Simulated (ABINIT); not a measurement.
# BP (F-43m) in ABINIT: settings compared

The runs below take BP through equation of state, band structure, with PBEsol, PBE.

Everything below comes from runs of ABINIT 10.8.3 (patched build). Logs are shortened: lines on timing, memory, paths and dates and some standing lists are left out, and cuts for length are marked. The log counts tension as positive stress, the text compression.

**What was measured.**

From “Equation of state of single-crystal cubic boron phosphide”, 2014, arxiv:1407.1677, for a bulk crystal of BP at 300 K: bulk modulus 179 ± 1 GPa.

The results are compared with them further down.

**1. Starting point**

The structure is cubic, space group F-43m (No. 216). Conventional cell: a = 4.538 Å, b = 4.538 Å, c = 4.538 Å, α = 90.00°, β = 90.00°, γ = 90.00°. Around P (site symmetry -43m) lie 4 B at 1.97 Å. Around B (site symmetry -43m) lie 4 P at 1.97 Å.

**2. Equation of state, PBEsol**

Input file run.abi:

```
# Datasets: one volume each
ndtset 7
getwfk -1
scalecart1 3*0.9795861087
scalecart2 3*0.9864848297
scalecart3 3*0.9932883884
scalecart4 3*1.0000000000
scalecart5 3*1.0066227096
scalecart6 3*1.0131594038
scalecart7 3*1.0196128224

# Pseudopotentials
pp_dirpath "./"
pseudos "P.GGA_PBE-JTH.xml, B.GGA_PBE-JTH.xml"

# Structure
acell 3*1.0 Angstrom
rprim
     0.0000000000     2.2690000000     2.2690000000
     2.2690000000     0.0000000000     2.2690000000
     2.2690000000     2.2690000000     0.0000000000
ntypat 2
znucl 15 5
natom 2
typat 1 2
xred
     0.7500000000     0.7500000000     0.7500000000
     0.0000000000     0.0000000000     0.0000000000

# Plane-wave basis
ecut 26.0
pawecutdg 48.0

# k points
kptopt 1
ngkpt 10 10 10
nshiftk 1
shiftk 0.0 0.0 0.0

# Exchange and correlation
ixc -116133

# Bands and occupations
nband 8
occopt 3
tsmear 0.00183747

# SCF cycle
nstep 100
tolvrs 1.0e-9

# Output
iomode 3
prtwf 1
prtden 0
prteig 0
prtebands 0
enunit 1
```

Potentials or basis: JTH PAW PBE v2.0.

The run is started by

```
> abinit run.abi > log 2>&1
```

run.abo:

```text
.Version 10.8.3 of ABINIT
 DATASET    1 : space group F-4 3 m (#216); Bravais cF (face-center cubic)
================================================================================
 Values of the parameters that define the memory need for DATASET  1.
     intxc =       0    ionmov =       0      iscf =      17    lmnmax =       8
     lnmax =       4     mgfft =      30  mpssoang =       2    mqgrid =    3001
     natom =       2  nloc_mem =       2    nspden =       1   nspinor =       1
    nsppol =       1      nsym =      24    n1xccc =       1    ntypat =       2
    occopt =       3   xclevel =       2
       mpw =         956          nfft =       27000          nkpt =          47
 PAW method is used; the additional fine FFT grid is defined by:
   mgfftf=        40    nfftf =     64000
================================================================================
================================================================================
[... 71 lines left out ...]
 DATASET    7 : space group F-4 3 m (#216); Bravais cF (face-center cubic)
================================================================================
 Values of the parameters that define the memory need for DATASET  7.
     intxc =       0    ionmov =       0      iscf =      17    lmnmax =       8
     lnmax =       4     mgfft =      30  mpssoang =       2    mqgrid =    3001
     natom =       2  nloc_mem =       2    nspden =       1   nspinor =       1
    nsppol =       1      nsym =      24    n1xccc =       1    ntypat =       2
    occopt =       3   xclevel =       2
       mpw =        1073          nfft =       27000          nkpt =          47
 PAW method is used; the additional fine FFT grid is defined by:
   mgfftf=        40    nfftf =     64000
================================================================================
================================================================================

--------------------------------------------------------------------------------
------------- Echo of variables that govern the present computation ------------
--------------------------------------------------------------------------------
 -outvars: echo values of preprocessed input variables --------
            acell      1.8897261259E+00  1.8897261259E+00  1.8897261259E+00 Bohr
              amu      3.09737620E+01  1.08110000E+01
             ecut      2.60000000E+01 Hartree
           enunit           1
           getwfk          -1
              ixc     -116133
           jdtset        1    2    3    4    5    6    7
         kptrlatt       10    0    0      0   10    0      0    0   10
          kptrlen1     5.94006201E+01
          kptrlen2     5.98189481E+01
          kptrlen3     6.02315056E+01
          kptrlen4     6.06384876E+01
          kptrlen5     6.10400787E+01
          kptrlen6     6.14364540E+01
          kptrlen7     6.18277795E+01
            natom           2
            nband           8
           ndtset           7
            ngfft          30      30      30
          ngfftdg          40      40      40
             nkpt          47
            nstep         100
             nsym          24
           ntypat           2
           occopt           3
        pawecutdg      4.80000000E+01 Hartree
         pawxcdev           0
           prtden           0
        prtebands           0
           prteig           0
            rprim1     0.0000000000E+00  2.2226808806E+00  2.2226808806E+00
                       2.2226808806E+00  0.0000000000E+00  2.2226808806E+00
                       2.2226808806E+00  2.2226808806E+00  0.0000000000E+00
            rprim2     0.0000000000E+00  2.2383340786E+00  2.2383340786E+00
                       2.2383340786E+00  0.0000000000E+00  2.2383340786E+00
                       2.2383340786E+00  2.2383340786E+00  0.0000000000E+00
            rprim3     0.0000000000E+00  2.2537713533E+00  2.2537713533E+00
                       2.2537713533E+00  0.0000000000E+00  2.2537713533E+00
                       2.2537713533E+00  2.2537713533E+00  0.0000000000E+00
            rprim4     0.0000000000E+00  2.2690000000E+00  2.2690000000E+00
                       2.2690000000E+00  0.0000000000E+00  2.2690000000E+00
                       2.2690000000E+00  2.2690000000E+00  0.0000000000E+00
            rprim5     0.0000000000E+00  2.2840269281E+00  2.2840269281E+00
                       2.2840269281E+00  0.0000000000E+00  2.2840269281E+00
                       2.2840269281E+00  2.2840269281E+00  0.0000000000E+00
            rprim6     0.0000000000E+00  2.2988586872E+00  2.2988586872E+00
                       2.2988586872E+00  0.0000000000E+00  2.2988586872E+00
                       2.2988586872E+00  2.2988586872E+00  0.0000000000E+00
            rprim7     0.0000000000E+00  2.3135014940E+00  2.3135014940E+00
                       2.3135014940E+00  0.0000000000E+00  2.3135014940E+00
                       2.3135014940E+00  2.3135014940E+00  0.0000000000E+00
          spgroup         216
           tolvrs      1.00000000E-09
           tsmear      1.83747000E-03 Hartree
            typat      1  2
           useylm           1
           xangst1     3.3340213210E+00  3.3340213210E+00  3.3340213210E+00
                       0.0000000000E+00  0.0000000000E+00  0.0000000000E+00
           xangst2     3.3575011179E+00  3.3575011179E+00  3.3575011179E+00
                       0.0000000000E+00  0.0000000000E+00  0.0000000000E+00
           xangst3     3.3806570299E+00  3.3806570299E+00  3.3806570299E+00
                       0.0000000000E+00  0.0000000000E+00  0.0000000000E+00
           xangst4     3.4035000000E+00  3.4035000000E+00  3.4035000000E+00
                       0.0000000000E+00  0.0000000000E+00  0.0000000000E+00
           xangst5     3.4260403921E+00  3.4260403921E+00  3.4260403921E+00
                       0.0000000000E+00  0.0000000000E+00  0.0000000000E+00
           xangst6     3.4482880308E+00  3.4482880308E+00  3.4482880308E+00
                       0.0000000000E+00  0.0000000000E+00  0.0000000000E+00
           xangst7     3.4702522410E+00  3.4702522410E+00  3.4702522410E+00
                       0.0000000000E+00  0.0000000000E+00  0.0000000000E+00
            xcart1     6.3003871946E+00  6.3003871946E+00  6.3003871946E+00
                       0.0000000000E+00  0.0000000000E+00  0.0000000000E+00
            xcart2     6.3447575802E+00  6.3447575802E+00  6.3447575802E+00
                       0.0000000000E+00  0.0000000000E+00  0.0000000000E+00
            xcart3     6.3885159122E+00  6.3885159122E+00  6.3885159122E+00
                       0.0000000000E+00  0.0000000000E+00  0.0000000000E+00
            xcart4     6.4316828695E+00  6.4316828695E+00  6.4316828695E+00
                       0.0000000000E+00  0.0000000000E+00  0.0000000000E+00
            xcart5     6.4742780374E+00  6.4742780374E+00  6.4742780374E+00
                       0.0000000000E+00  0.0000000000E+00  0.0000000000E+00
            xcart6     6.5163199815E+00  6.5163199815E+00  6.5163199815E+00
                       0.0000000000E+00  0.0000000000E+00  0.0000000000E+00
            xcart7     6.5578263234E+00  6.5578263234E+00  6.5578263234E+00
                       0.0000000000E+00  0.0000000000E+00  0.0000000000E+00
             xred      7.5000000000E-01  7.5000000000E-01  7.5000000000E-01
                       0.0000000000E+00  0.0000000000E+00  0.0000000000E+00
            znucl       15.00000    5.00000

================================================================================

 chkinp: Checking input parameters for consistency, jdtset=   1.

 chkinp: Checking input parameters for consistency, jdtset=   2.
[... 31 lines left out ...]
 getcut: wavevector=  0.0000  0.0000  0.0000  ngfft=  30  30  30
         ecut(hartree)=     26.000   => boxcut(ratio)=   2.20273

 getcut : COMMENT -
  Note that boxcut > 2.2 ; recall that boxcut=Gcut(box)/Gcut(sphere) = 2
  is sufficient for exact treatment of convolution.
  Such a large boxcut is a waste : you could raise ecut
  e.g. ecut=   31.538014 Hartrees makes boxcut=2

 Fine grid specifications (used for densities):

 getcut: wavevector=  0.0000  0.0000  0.0000  ngfft=  40  40  40
         ecut(hartree)=     48.000   => boxcut(ratio)=   2.15915

--- Pseudopotential description ------------------------------------------------
- pspini: atom type   1  psp file is ./P.GGA_PBE-JTH.xml
 Pseudopotential format is: paw10
 basis_size (lnmax)=  4 (lmn_size=  8), orbitals=   0   0   1   1
 Spheres core radius: rc_sph= 1.60765221
 Shapefunction is SIN type: shapef(r)=[sin(pi*r/rshp)/(pi*r/rshp)]**2
 Radius for shape functions =  1.60765221
 Compensation charge density is not taken into account in XC energy/potential

- pspini: atom type   2  psp file is ./B.GGA_PBE-JTH.xml
 Pseudopotential format is: paw10
 basis_size (lnmax)=  4 (lmn_size=  8), orbitals=   0   0   1   1
 Spheres core radius: rc_sph= 1.70616958
 Shapefunction is SIN type: shapef(r)=[sin(pi*r/rshp)/(pi*r/rshp)]**2
 Radius for shape functions =  1.40269776
 Compensation charge density is not taken into account in XC energy/potential

   3.71149566E+01                                ecore*ucvol(ha*bohr**3)
--------------------------------------------------------------------------------

[... 1182 lines left out ...]
-Cartesian components of stress tensor (GPa)         [Pressure= -1.0198E+01 GPa]
- sigma(1 1)=  1.01977612E+01  sigma(3 2)=  0.00000000E+00
- sigma(2 2)=  1.01977612E+01  sigma(3 1)=  0.00000000E+00
- sigma(3 3)=  1.01977612E+01  sigma(2 1)=  0.00000000E+00

== END DATASET(S) ==============================================================
================================================================================

 -outvars: echo values of variables after computation  --------
            acell      1.8897261259E+00  1.8897261259E+00  1.8897261259E+00 Bohr
           etotal1    -9.5421017501E+00
           etotal2    -9.5429130995E+00
           etotal3    -9.5432998323E+00
           etotal4    -9.5433014909E+00
           etotal5    -9.5429531572E+00
           etotal6    -9.5422876302E+00
           etotal7    -9.5413336970E+00
            fcart1    -0.0000000000E+00 -0.0000000000E+00 -0.0000000000E+00
                      -0.0000000000E+00 -0.0000000000E+00 -0.0000000000E+00
            fcart2    -0.0000000000E+00 -0.0000000000E+00 -0.0000000000E+00
                      -0.0000000000E+00 -0.0000000000E+00 -0.0000000000E+00
            fcart3    -7.7422815691E-48 -2.4696217903E-31  7.7422815691E-48
                       7.7422815691E-48  2.4696217903E-31 -7.7422815691E-48
            fcart4    -1.2265233240E-31 -1.2265233240E-31  3.6795699721E-31
                       1.2265233240E-31  1.2265233240E-31 -3.6795699721E-31
            fcart5     1.2184538580E-31  1.2184538580E-31 -3.6553615739E-31
                      -1.2184538580E-31 -1.2184538580E-31  3.6553615739E-31
[... 38 lines left out ...]
                       0.0000000000E+00  0.0000000000E+00  0.0000000000E+00
           xangst1     3.3340213210E+00  3.3340213210E+00  3.3340213210E+00
                       0.0000000000E+00  0.0000000000E+00  0.0000000000E+00
           xangst2     3.3575011179E+00  3.3575011179E+00  3.3575011179E+00
                       0.0000000000E+00  0.0000000000E+00  0.0000000000E+00
           xangst3     3.3806570299E+00  3.3806570299E+00  3.3806570299E+00
                       0.0000000000E+00  0.0000000000E+00  0.0000000000E+00
           xangst4     3.4035000000E+00  3.4035000000E+00  3.4035000000E+00
                       0.0000000000E+00  0.0000000000E+00  0.0000000000E+00
           xangst5     3.4260403921E+00  3.4260403921E+00  3.4260403921E+00
                       0.0000000000E+00  0.0000000000E+00  0.0000000000E+00
           xangst6     3.4482880308E+00  3.4482880308E+00  3.4482880308E+00
                       0.0000000000E+00  0.0000000000E+00  0.0000000000E+00
           xangst7     3.4702522410E+00  3.4702522410E+00  3.4702522410E+00
                       0.0000000000E+00  0.0000000000E+00  0.0000000000E+00
             xred      7.5000000000E-01  7.5000000000E-01  7.5000000000E-01
                       0.0000000000E+00  0.0000000000E+00  0.0000000000E+00
 Calculation completed.
```

It took 76 s on 1 thread of Arm Neoverse V2, shared host; peak memory 0.13 GiB.

Results:

| Item | Value |
| --- | --- |
| Equilibrium volume | 11.56 Å³/atom |
| Bulk modulus | 169 GPa |
| Pressure derivative of the bulk modulus | 3.8 |

Energy against volume, from the lowest point:
| volume (Å³/atom) | energy (meV/atom) |
| --- | --- |
| 10.981 | 16.32 |
| 11.214 | 5.28 |
| 11.448 | 0.02 |
| 11.682 | 0.00 |
| 11.915 | 4.74 |
| 12.149 | 13.79 |
| 12.383 | 26.77 |

Caveat: pressures at fixed basis lie under the slope of the energies; the PAW data sets were made with another functional, which shifts forces and pressure a little.

**3. Band structure, PBEsol**

Input file run.abi:

```
# Datasets: ground state, then fixed potential
ndtset 2

# Pseudopotentials
pp_dirpath "./"
pseudos "P.GGA_PBE-JTH.xml, B.GGA_PBE-JTH.xml"

# Structure
acell 3*1.0
rprim
     0.0000000000     4.2877885768     4.2877885768
     4.2877885768     0.0000000000     4.2877885768
     4.2877885768     4.2877885768     0.0000000000
ntypat 2
znucl 15 5
natom 2
typat 1 2
xred
     0.7500000000     0.7500000000     0.7500000000
     0.0000000000     0.0000000000     0.0000000000

# Plane-wave basis
ecut 20.0
pawecutdg 40.0

# Exchange and correlation
ixc -116133

# Bands and occupations
occopt 3
tsmear 0.05 eV

# SCF cycle
nstep 100

# Output
iomode 3
prtwf 0
prteig 0
prtebands 0
prtden1 1

# Dataset 1
kptopt1 1
ngkpt1 10 10 10
nshiftk1 1
shiftk1 0.0 0.0 0.0
nband1 8
tolvrs1 1.0e-9

# Dataset 2: bands along G-X-W-K-G-L-U-W-L-K
iscf2 -2
getden2 1
nband2 12
nbdbuf2 2
tolwfr2 1.0e-12
kptopt2 -9
ndivsm2 5
prteig2 1
prtvol2 -3
kptbounds2
     0.0000000000     0.0000000000     0.0000000000
     0.5000000000     0.0000000000     0.5000000000
     0.5000000000     0.2500000000     0.7500000000
     0.3750000000     0.3750000000     0.7500000000
     0.0000000000     0.0000000000     0.0000000000
     0.5000000000     0.5000000000     0.5000000000
     0.6250000000     0.2500000000     0.6250000000
     0.5000000000     0.2500000000     0.7500000000
     0.5000000000     0.5000000000     0.5000000000
     0.3750000000     0.3750000000     0.7500000000
```

Potentials or basis: JTH PAW PBE v2.0.

The run is started by

```
> abinit run.abi > log 2>&1
```

Wall time 20 s (1 thread of Arm Neoverse V2, shared host); peak memory 0.1 GiB.

It converged, with:

```
Free energy                                           : -259.6804 eV
Pressure                                              : -1.8 GPa
Band gap on the k mesh                                : 1.13 eV, indirect (least direct gap 3.36 eV)
Band gap along the path                               : 1.13 eV, indirect (least direct gap 3.36 eV)
Valence electrons inside the program's atomic spheres : P 1.64; B 1.83
```

Levels at the corners of the path, in eV from the valence-band top:
| point | band 1 | band 2 | band 3 | band 4 | band 5 | band 6 | band 7 | band 8 | band 9 |
| --- | --- | --- | --- | --- | --- | --- | --- | --- | --- |
| Γ | -15.51 | 0.00 | 0.00 | 0.00 | 3.36 | 3.36 | 3.36 | 7.34 | 11.25 |
| X | -10.63 | -8.61 | -4.15 | -4.15 | 1.23 | 1.52 | 12.05 | 12.05 | 15.12 |
| W | -10.34 | -8.06 | -5.75 | -5.54 | 5.24 | 6.64 | 7.18 | 7.41 | 12.74 |
| K | -10.62 | -8.18 | -6.31 | -3.53 | 2.03 | 5.90 | 9.68 | 10.56 | 11.54 |
| Γ | -15.51 | 0.00 | 0.00 | 0.00 | 3.36 | 3.36 | 3.36 | 7.34 | 11.25 |
| L | -12.15 | -9.10 | -1.77 | -1.77 | 3.73 | 4.65 | 4.65 | 9.93 | 14.47 |
| U | -10.62 | -8.18 | -6.31 | -3.53 | 2.03 | 5.90 | 9.68 | 10.56 | 11.54 |
| W | -10.34 | -8.06 | -5.75 | -5.54 | 5.24 | 6.64 | 7.18 | 7.41 | 12.74 |
| L | -12.15 | -9.10 | -1.77 | -1.77 | 3.73 | 4.65 | 4.65 | 9.93 | 14.47 |
| K | -10.62 | -8.18 | -6.31 | -3.53 | 2.03 | 5.90 | 9.68 | 10.56 | 11.54 |

Caveat: the PAW data sets were made with another functional, which shifts forces and pressure a little.

**4. Equation of state, PBE**

Input file run.abi:

```
# Datasets: one volume each
ndtset 7
getwfk -1
scalecart1 3*0.9795861087
scalecart2 3*0.9864848297
scalecart3 3*0.9932883884
scalecart4 3*1.0000000000
scalecart5 3*1.0066227096
scalecart6 3*1.0131594038
scalecart7 3*1.0196128224

# Pseudopotentials
pp_dirpath "./"
pseudos "P.GGA_PBE-JTH.xml, B.GGA_PBE-JTH.xml"

# Structure
acell 3*1.0 Angstrom
rprim
     0.0000000000     2.2690000000     2.2690000000
     2.2690000000     0.0000000000     2.2690000000
     2.2690000000     2.2690000000     0.0000000000
ntypat 2
znucl 15 5
natom 2
typat 1 2
xred
     0.7500000000     0.7500000000     0.7500000000
     0.0000000000     0.0000000000     0.0000000000

# Plane-wave basis
ecut 408.170794 eV
pawecutdg 30.0

# k points
kptopt 1
ngkpt 10 10 10
nshiftk 1
shiftk 0.0 0.0 0.0

# Exchange and correlation
ixc 11

# Bands and occupations
nband 8
occopt 3
tsmear 0.00183747

# SCF cycle
nstep 100
tolvrs 1.0e-9

# Output
iomode 3
prtwf 1
prtden 0
prteig 0
prtebands 0
enunit 1
```

The run is started by

```
> abinit run.abi > log 2>&1
```

It took 32 s on 1 thread of Arm Neoverse V2, shared host; peak memory 0.12 GiB.

Results (log left out):

```
Equilibrium volume                      : 11.79 Å³/atom
Bulk modulus                            : 163 GPa
Pressure derivative of the bulk modulus : 3.7
```

Energy against volume, from the lowest point:
| volume (Å³/atom) | energy (meV/atom) |
| --- | --- |
| 10.981 | 31.33 |
| 11.214 | 15.13 |
| 11.448 | 4.87 |
| 11.682 | 0.00 |
| 11.915 | 0.10 |
| 12.149 | 4.62 |
| 12.383 | 13.25 |

Caveat: pressures at fixed basis lie under the slope of the energies. PBE usually gives volumes a little too large and moduli too small.

**5. Summary**

```csv
task,level,cutoff (eV),fine-grid cutoff,V0 of scaled cells (Å³/atom),B0 (GPa)
equation of state,PBEsol,707,1306.15 eV,11.56,169
band structure,PBEsol,544,1088.46 eV,-,-
equation of state,PBE,408,816.342 eV,11.79,163
```

Alike in all rows: potentials or basis JTH PAW PBE v2.0; no spin polarisation; cell as given; k mesh 10 × 10 × 10; smearing fermi-dirac 0.05 eV.

Caveats: pressures at fixed basis lie under the slope of the energies (some runs); the PAW data sets were made with another functional, which shifts forces and pressure a little (some runs).

Absolute energies hang on the potentials; compare differences alone.

**6. Against experiment**

Step 2. Measured bulk modulus of BP: 179 GPa (300 K; “Equation of state of single-crystal cubic boron phosphide”, 2014, arxiv:1407.1677). This calculation gives 169 GPa (-5.4 %). 3 values of this kind are on record (173 to 179 GPa); this one was drawn at random among those near their median, those with a stated uncertainty first. The fit is for a static lattice scaled at fixed shape and fixed fractional positions.

Step 4. Against the measured bulk modulus of BP, 179 GPa (300 K; “Equation of state of single-crystal cubic boron phosphide”, 2014, arxiv:1407.1677), the calculated 163 GPa is off by -9.2 %. 3 values of this kind are on record (173 to 179 GPa); this one was drawn at random among those near their median, those with a stated uncertainty first. The fit is for a static lattice scaled at fixed shape and fixed fractional positions.
